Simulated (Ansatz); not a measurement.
# BN (hexagonal boron nitride): relaxing cell and atoms and phonons, part 2 of 2

Aim: for BN (hexagonal boron nitride), 3 runs in a chain (relaxing cell and atoms and phonons).

Ansatz 0.2.0; DFT PBE+D3(BJ), scalar-relativistic, plane waves, PAW. The steps go on from the part before.

### Step 3. Phonons

It takes the final geometry of step 2.

The input, input.yaml:

```yaml
crystal:
  lattice:
    - [2.5065242294, 0.0, 0.0]
    - [-1.2532621147, 2.1707136579, 0.0]
    - [0.0, 0.0, 6.6178336651]
  atoms:
    - { symbol: B, position: [0.3333333333, 0.6666666667, 0.25] }
    - { symbol: "N", position: [0.6666666667, 0.3333333333, 0.25] }
    - { symbol: "N", position: [0.3333333333, 0.6666666667, 0.75] }
    - { symbol: B, position: [0.6666666667, 0.3333333333, 0.75] }
scf:
  occupations: { method: fixed }
output:
  eigenvalues: true
hamiltonian:
  xc: pbe
  dispersion: d3bj
kpoints:
  mp_grid: { grid: [12, 12, 4] }
basis:
  ecutwfc: 560
phonons:
  method: dfpt
  dielectric: false
  eigenvectors: true
  rigid_motions: translations
```

Launch:

```
ansatz run input.yaml --threads 4 --pin off --max-ram 8192MiB --backend cpu --events-out ev --progress --plain --runs-dir out
```

The program printed:

```text
Warning: RAYON_NUM_THREADS=4 ignored (pool sized by the plan → 4); use --threads N
zone centre: on kpoints.mp_grid the ground state, and the responses unless they are solved on pairs of k-points, stand on 129 of the mesh's 576 k-points, reduced under 4 symmetry operations, with k and −k counted as one. Each operation leaves every solved displacement unchanged or reverses it
Engine: ansatz 0.2.0, aarch64-unknown-linux-gnu
Pseudopotentials: kind: paw
Pseudopotential: B, paw, valence charge 3, recommended cutoff 420 eV (normal), B.paw.azcp
Pseudopotential: N, paw, valence charge 5, recommended cutoff 420 eV (normal), N.paw.azcp
Functional definition: PBE
  parameter kappa = 0.804
  parameter beta = 0.06672455060314922
  exchange = pbe_x(kappa = kappa, mu = beta*pi^2/3)
  correlation = pbe_c(beta = beta)
Crystal: 4 atoms, lattice volume = 36.007 Å³
Basis set: ecut = 560 eV, 1069 PW (Γ), exchange–correlation on 40×40×108 points (8 copies of the dense FFT grid, shifted against one another)
Bands: 12, of which v1, the nominal top of the filled ones, is band 8 counted from 1 (7 counted from 0)
Symmetry: 24 space group operations
k-points: 129 of 576 (irreducible under 4 space group operations, time reversal used)
Non-local potential: B, projectors of the file, l = 0: 2, l = 1: 2, l = 2: 1
Non-local potential: N, projectors of the file, l = 0: 2, l = 1: 2, l = 2: 1
PAW form: soft (Blöchl's): semilocal exchange-correlation on the pseudo side does not see the compensation charge
PAW one-centre angular grid: B, 110 points (default); XC on 64 Gauss nodes
PAW one-centre angular grid: N, 110 points (default); XC on 64 Gauss nodes
Initial density: superposition of atomic densities (neutral atoms: chi_scale 0, normalization atom), corrected by the library's trained network
Initial wavefunctions: pseudopotential atomic-orbital guess
Functional: x = pbe(κ = 0.804, μ = 0.2195149727645171), c = pbe(β = 0.06672455060314922)
SCF iter   1: F=—  HF=-1085.382922 eV  |F-HF|=—  |Δ(HF+E_count)|=         —  Δρ=1.63e-3  dr2=1.94e-4  ethr=1.77e-3  ⟨swp⟩=5.0  Hψ=8187  notcnv=0  defer=235
preconditioner: auto → none  [insulator: Δε(μ)=4.269 eV  Ē_g=15.819 eV  n_scr=4 (ndim 8)  ℏωp=24.8 eV  f_vac=0.020  ε∞_Penn≈3.4]
SCF iter   2: F=—  HF=-1085.383793 eV  |F-HF|=—  |Δ(HF+E_count)|=   8.72e-4  Δρ=8.27e-4  dr2=4.11e-5  ethr=1.21e-6  ⟨swp⟩=2.4  Hψ=3781  notcnv=0  defer=258
SCF iter   3: F=—  HF=-1085.384076 eV  |F-HF|=—  |Δ(HF+E_count)|=   2.83e-4  Δρ=3.26e-4  dr2=1.16e-5  ethr=2.57e-7  ⟨swp⟩=2.0  Hψ=2837  notcnv=0  defer=258
SCF iter   4: F=—  HF=-1085.384116 eV  |F-HF|=—  |Δ(HF+E_count)|=   3.97e-5  Δρ=2.40e-5  dr2=7.41e-8  ethr=7.27e-8  ⟨swp⟩=2.0  Hψ=2595  notcnv=0  defer=152
SCF iter   5: F=—  HF=-1085.384117 eV  |F-HF|=—  |Δ(HF+E_count)|=   1.16e-6  Δρ=5.31e-6  dr2=7.82e-9  ethr=4.63e-10  ⟨swp⟩=2.0  Hψ=2580  notcnv=0  defer=24
SCF iter   6: F=-1085.384117 eV  HF=-1085.384117 eV  |F-HF|=2.08e-10  |Δ(HF+E_count)|=   5.46e-9  Δρ=6.45e-7  dr2=8.45e-11  ethr=1.00e-12  ⟨swp⟩=6.7  Hψ=10802  notcnv=0
SCF 1 converged in 6 iterations: F = -1085.384117 eV  dr2 = 8.45e-11
DFPT response loops at Γ: preconditioner auto → Resta (q_TF=auto, 2.383 Å⁻¹)  ε∞=3.7 (no band partly filled); β = 1.00, the filter's whole step (`scf.mixing.beta` (0.50) is not read by the response loops at its default; to damp them type it under 1.00, their step now; it binds the ground state too); Broyden in place of MSR1
SCF converged after 6 iterations
Free energy (F): -1085.384117 eV
Harris-Foulkes:  -1085.384117 eV  (|F-HF|=2.08e-10)
Internal energy: -1085.384117 eV  (E = F + TS)
E sigma→0 (E₀):  -1085.384117 eV
Fermi energy:    4.762562 eV
--- Per-component energies (eV) ---
  E_band       = -37.538882
  E_kinetic    = 366.451863
  E_local      = -689.124434  (includes V_loc(G=0)·N_el)
  E_nonlocal   = 115.796972
  E_hartree    = 221.879322
  E_xc         = -184.339485
  E_vxc        = -228.702028  (∫ρ·V_xc dr)
  E_paw        = -413.671135  (= ΣΔE_a)
  E_vpaw       = -45.719772  (= ΣTr[D̂ρ^β])
  E_aug_tail   = 0.000023  (compensation charges beyond the density's cutoff)
  E_ewald      = -501.811369
  E_disp       = -0.565874  (pairwise vdW)
  E_smearing   = -0.000000  (= −TS)
  E_closure    = -0.000000  (closes the sum)
  Σ components = -1085.384117   (vs F -1085.384117, Δ=0.00e0)
--- Band table (eV; the first three rows and the last of 129) ---
  k-point 0: bands = ["-13.0178", "-12.7154", "-1.4497", "0.7111", "3.4299", "3.4299", "3.4684", "3.4684", "10.0478", "15.1080", "16.3116", "16.3116"]
  k-point 1: bands = ["-12.9759", "-12.7622", "-1.1867", "0.3192", "3.4355", "3.4355", "3.4628", "3.4628", "10.7530", "14.2182", "16.3298", "16.3298"]
  k-point 2: bands = ["-12.8715", "-12.8715", "-0.4939", "-0.4939", "3.4491", "3.4491", "3.4491", "3.4491", "12.4255", "12.4255", "16.3744", "16.3744"]
  k-point 128: bands = ["-9.9111", "-9.9111", "-2.8128", "-2.8128", "-1.0886", "-1.0886", "3.6388", "3.6388", "10.4548", "10.4548", "16.8645", "16.8645"]
--- Phonons (Γ-DFPT): 4 representative perturbations + reference, on 129 of 576 k-points (Σ response iterations 12) ---
  k mesh reduced under 4 symmetry operations, with k and −k counted as one. Each operation leaves every solved displacement unchanged or reverses it
  ASR residual: 4.347e-4 → 0.000e0 eV/Å²; symmetrization residual: 5.397e-7 eV/Å²
  pairwise dispersion correction: d3bj (s6 = 1.0, s8 = 0.7875, a1 = 0.4289, a2_bohr = 4.4407), with the weights of each atom's references fixed at the reference crystal's, and the forces and stress that the weights' published response gives there kept as a pressure on the atom's counted neighbours (hamiltonian.dispersion)
  ASR residual per site (eV/Å²): 1.47e-4 4.35e-4 4.35e-4 1.47e-4
  Γ frequencies (cm⁻¹): 0.00 0.00 0.00 46.23 46.23 118.57 742.57 794.89 1353.38 1353.38 1353.40 1353.40
  non-analytic LO–TO correction: not included (Born effective charges unavailable; polar crystals: no LO–TO splitting at Γ)
```

Wall time 14 s (4 threads of Arm Neoverse N1, shared host); peak memory 0.56 GiB.

The optical modes at Γ, the three translations left out (i: imaginary):

| cm⁻¹ | THz | modes |
| --- | --- | --- |
| 46 | 1.39 | 2 |
| 119 | 3.55 | 1 |
| 743 | 22.26 | 1 |
| 795 | 23.83 | 1 |
| 1353 | 40.57 | 4 |

Displacements in the lowest optical mode (46 cm⁻¹), eigenvector over the root of the mass, scaled so that the longest move is 1. It is one member of a degenerate level, so its direction within the level is arbitrary.

| atom | x | y | z |
| --- | --- | --- | --- |
| B1 | 0.73 | 0.68 | 0.00 |
| N2 | 0.73 | 0.68 | 0.00 |
| N3 | -0.73 | -0.68 | 0.00 |
| B4 | -0.73 | -0.68 | 0.00 |

Displacements in the highest mode (1353 cm⁻¹), eigenvector over the root of the mass, scaled so that the longest move is 1. It is one member of a degenerate level, so its direction within the level is arbitrary.

```
atom     x      y     z
  B1  0.00  -1.00  0.00
  N2  0.00   0.77  0.00
  N3  0.00  -0.77  0.00
  B4  0.00   1.00  0.00
```

### Step 4. Cell edges near the measured ones

Changes to input.yaml since step 3:

```diff
@@ -2,5 +2,5 @@
   lattice:
-    - [2.5065242294, 0.0, 0.0]
-    - [-1.2532621147, 2.1707136579, 0.0]
-    - [0.0, 0.0, 6.6178336651]
+    - [2.504, 0.0, 0.0]
+    - [-1.252, 2.1685276111, 0.0]
+    - [0.0, 0.0, 6.661]
   atoms:
```

Launch:

```
ansatz run input.yaml --threads 4 --pin off --max-ram 8192MiB --backend cpu --events-out ev --progress --plain --runs-dir out
```

The program printed:

```text
Warning: RAYON_NUM_THREADS=4 ignored (pool sized by the plan → 4); use --threads N
zone centre: on kpoints.mp_grid the ground state, and the responses unless they are solved on pairs of k-points, stand on 129 of the mesh's 576 k-points, reduced under 4 symmetry operations, with k and −k counted as one. Each operation leaves every solved displacement unchanged or reverses it
[... 9 set-up lines as earlier in the session ...]
Crystal: 4 atoms, lattice volume = 36.169 Å³
Basis set: ecut = 560 eV, 1069 PW (Γ), exchange–correlation on 40×40×108 points (8 copies of the dense FFT grid, shifted against one another)
Bands: 12, of which v1, the nominal top of the filled ones, is band 8 counted from 1 (7 counted from 0)
[... 1 set-up line as earlier in the session ...]
k-points: 129 of 576 (irreducible under 4 space group operations, time reversal used)
[... 8 set-up lines as earlier in the session ...]
SCF iter   1: F=—  HF=-1085.382540 eV  |F-HF|=—  |Δ(HF+E_count)|=         —  Δρ=1.66e-3  dr2=2.12e-4  ethr=1.77e-3  ⟨swp⟩=5.1  Hψ=8218  notcnv=0  defer=239
preconditioner: auto → none  [insulator: Δε(μ)=4.282 eV  Ē_g=15.830 eV  n_scr=4 (ndim 8)  ℏωp=24.7 eV  f_vac=0.025  ε∞_Penn≈3.4]
SCF iter   2: F=—  HF=-1085.383409 eV  |F-HF|=—  |Δ(HF+E_count)|=   8.69e-4  Δρ=8.36e-4  dr2=4.31e-5  ethr=1.33e-6  ⟨swp⟩=2.4  Hψ=3760  notcnv=0  defer=258
SCF iter   3: F=—  HF=-1085.383686 eV  |F-HF|=—  |Δ(HF+E_count)|=   2.77e-4  Δρ=3.39e-4  dr2=1.13e-5  ethr=2.70e-7  ⟨swp⟩=2.0  Hψ=2836  notcnv=0  defer=258
SCF iter   4: F=—  HF=-1085.383732 eV  |F-HF|=—  |Δ(HF+E_count)|=   4.58e-5  Δρ=2.62e-5  dr2=8.33e-8  ethr=7.07e-8  ⟨swp⟩=2.0  Hψ=2603  notcnv=0  defer=161
SCF iter   5: F=—  HF=-1085.383733 eV  |F-HF|=—  |Δ(HF+E_count)|=   7.95e-7  Δρ=5.55e-6  dr2=8.84e-9  ethr=5.21e-10  ⟨swp⟩=2.0  Hψ=2579  notcnv=0  defer=26
SCF iter   6: F=-1085.383733 eV  HF=-1085.383733 eV  |F-HF|=2.04e-10  |Δ(HF+E_count)|=   3.96e-9  Δρ=5.92e-7  dr2=6.66e-11  ethr=1.00e-12  ⟨swp⟩=6.7  Hψ=10822  notcnv=0
SCF 1 converged in 6 iterations: F = -1085.383733 eV  dr2 = 6.66e-11
DFPT response loops at Γ: preconditioner auto → Resta (q_TF=auto, 2.382 Å⁻¹)  ε∞=3.7 (no band partly filled); β = 1.00, the filter's whole step (`scf.mixing.beta` (0.50) is not read by the response loops at its default; to damp them type it under 1.00, their step now; it binds the ground state too); Broyden in place of MSR1
SCF converged after 6 iterations
Free energy (F): -1085.383733 eV
Harris-Foulkes:  -1085.383733 eV  (|F-HF|=2.04e-10)
Internal energy: -1085.383733 eV  (E = F + TS)
E sigma→0 (E₀):  -1085.383733 eV
Fermi energy:    4.712429 eV
--- Per-component energies (eV) ---
  E_band       = -38.471617
  E_kinetic    = 366.726612
  E_local      = -696.294237  (includes V_loc(G=0)·N_el)
  E_nonlocal   = 115.859568
  E_hartree    = 224.886505
  E_xc         = -184.400750
  E_vxc        = -228.778746  (∫ρ·V_xc dr)
  E_paw        = -413.705562  (= ΣΔE_a)
  E_vpaw       = -45.757712  (= ΣTr[D̂ρ^β])
  E_aug_tail   = 0.000023  (compensation charges beyond the density's cutoff)
  E_ewald      = -497.893353
  E_disp       = -0.562538  (pairwise vdW)
  E_smearing   = -0.000000  (= −TS)
  E_closure    = -0.000000  (closes the sum)
  Σ components = -1085.383733   (vs F -1085.383733, Δ=0.00e0)
--- Band table (eV; the first three rows and the last of 129) ---
  k-point 0: bands = ["-13.0791", "-12.7916", "-1.4864", "0.6053", "3.3832", "3.3832", "3.4191", "3.4191", "9.9570", "14.9925", "16.2897", "16.2897"]
  k-point 1: bands = ["-13.0392", "-12.8361", "-1.2312", "0.2274", "3.3884", "3.3884", "3.4138", "3.4138", "10.6496", "14.0945", "16.3069", "16.3069"]
  k-point 2: bands = ["-12.9399", "-12.9399", "-0.5593", "-0.5593", "3.4011", "3.4011", "3.4011", "3.4011", "12.3032", "12.3032", "16.3491", "16.3491"]
  k-point 128: bands = ["-9.9715", "-9.9715", "-2.8734", "-2.8734", "-1.1454", "-1.1454", "3.5847", "3.5847", "10.4165", "10.4165", "16.7946", "16.7946"]
--- Phonons (Γ-DFPT): 4 representative perturbations + reference, on 129 of 576 k-points (Σ response iterations 12) ---
  k mesh reduced under 4 symmetry operations, with k and −k counted as one. Each operation leaves every solved displacement unchanged or reverses it
  ASR residual: 3.464e-4 → 0.000e0 eV/Å²; symmetrization residual: 2.690e-7 eV/Å²
  pairwise dispersion correction: d3bj (s6 = 1.0, s8 = 0.7875, a1 = 0.4289, a2_bohr = 4.4407), with the weights of each atom's references fixed at the reference crystal's, and the forces and stress that the weights' published response gives there kept as a pressure on the atom's counted neighbours (hamiltonian.dispersion)
  ASR residual per site (eV/Å²): 1.11e-4 3.46e-4 3.46e-4 1.11e-4
  Γ frequencies (cm⁻¹): 0.00 0.00 0.00 44.57 44.57 113.90 743.74 794.62 1359.07 1359.07 1359.12 1359.12
  non-analytic LO–TO correction: not included (Born effective charges unavailable; polar crystals: no LO–TO splitting at Γ)
```

Run time: 14 s. Hardware: 4 threads of Arm Neoverse N1, shared host; peak memory 0.56 GiB.

Optical levels at the zone centre, without the three acoustic modes (i: imaginary):

```
cm⁻¹    meV  modes
  45    5.5      2
 114   14.1      1
 744   92.2      1
 795   98.5      1
1359  168.5      4
```

Displacements in the lowest optical mode (45 cm⁻¹), eigenvector over the root of the mass, scaled so that the longest move is 1. It is one member of a degenerate level, so its direction within the level is arbitrary.

```csv
atom,x,y,z
B1,0.00,1.00,0.00
N2,0.00,1.00,0.00
N3,0.00,-1.00,0.00
B4,0.00,-1.00,0.00
```

Displacements in the highest mode (1359 cm⁻¹), eigenvector over the root of the mass, scaled so that the longest move is 1. It is one member of a degenerate level, so its direction within the level is arbitrary.

| atom | x | y | z |
| --- | --- | --- | --- |
| B1 | 0.00 | 1.00 | 0.00 |
| N2 | 0.00 | -0.77 | 0.00 |
| N3 | 0.00 | 0.77 | 0.00 |
| B4 | 0.00 | -1.00 | 0.00 |

### Step 5. Results

This closing draws on all 2 parts.

| step | volume (Å³/atom) | pressure (GPa) | energy (eV) | gap on the mesh (eV) | time |
| --- | --- | --- | --- | --- | --- |
| 2 | 9.00 | 0.0 | -1085.384 | 4.27 | 5.3 s |

| quantity | value |
| --- | --- |
| relaxed cell, step 2 | a = 2.507 Å, b = 2.507 Å, c = 6.618 Å, α = 90.00°, β = 90.00°, γ = 120.00° |
| optical modes at Γ (without the LO field) (step 3) | 46 to 1353 cm⁻¹ |
| optical modes at Γ (without the LO field) (step 4) | 45 to 1359 cm⁻¹ |

**Reading.** All optical modes at Γ (step 3) are real, so no distortion that keeps the cell lowers the energy to second order; that says nothing of other wave vectors. These are transverse frequencies: in a polar insulator the field of longitudinal modes, left out here, lifts some of them. All optical modes at Γ (step 4) are real. A measured lattice constant a of BN is 2.504 Å (a printed reference work, textbook); the calculated 2.507 Å misses it by +0.1 %. A measured lattice constant c of BN is 6.6612 Å (a printed reference work, textbook); the calculated 6.618 Å misses it by -0.7 %. That is the cell relaxed with PBE+D3(BJ), without thermal expansion or zero-point motion.

These are semilocal Kohn-Sham gaps, which aren't the measured quantity. Such gaps usually fall short of the measured ones.
